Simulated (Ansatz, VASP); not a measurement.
# One calculation of CdS, two programs

```xyz
2
Lattice="0.0000 3.0213 3.0213 3.0213 0.0000 3.0213 3.0213 3.0213 0.0000" Properties=species:S:1:pos:R:3 pbc="T T T"
Cd    0.0000    0.0000    0.0000
S     1.5107    1.5107    1.5107
```

Alike in both runs: task single point; functional PBE; k mesh 8 × 8 × 8; occupations gaussian, width 0.02 eV; no spin polarisation.

```csv
,VASP,Ansatz
version,VASP 6.6.1,Ansatz 0.2.0
potentials or method,"VASP PAW PBE potentials, release 64 (Cd, S)","scalar-relativistic, plane waves, PAW"
plane-wave cutoff (eV),520,420
valence electrons in the cell,18,26
```

Ansatz gave:

| Item | Value |
| --- | --- |
| gap on the k mesh at the Fermi level (eV) | 0.91 |
| least direct gap on the mesh (eV) | 0.91 |
| pressure (GPa) | -2.7 |

What did VASP give for the same quantities?

gap on the k mesh at the Fermi level (eV): 0.91; least direct gap on the mesh (eV): 0.91; pressure (GPa): -2.5.

The functional is the same, so the differences come from potentials, cutoffs and numerics. The two sets of potentials don't hold the same shells in valence.

PBE gaps usually lie below the measured ones, often by a third to a half.
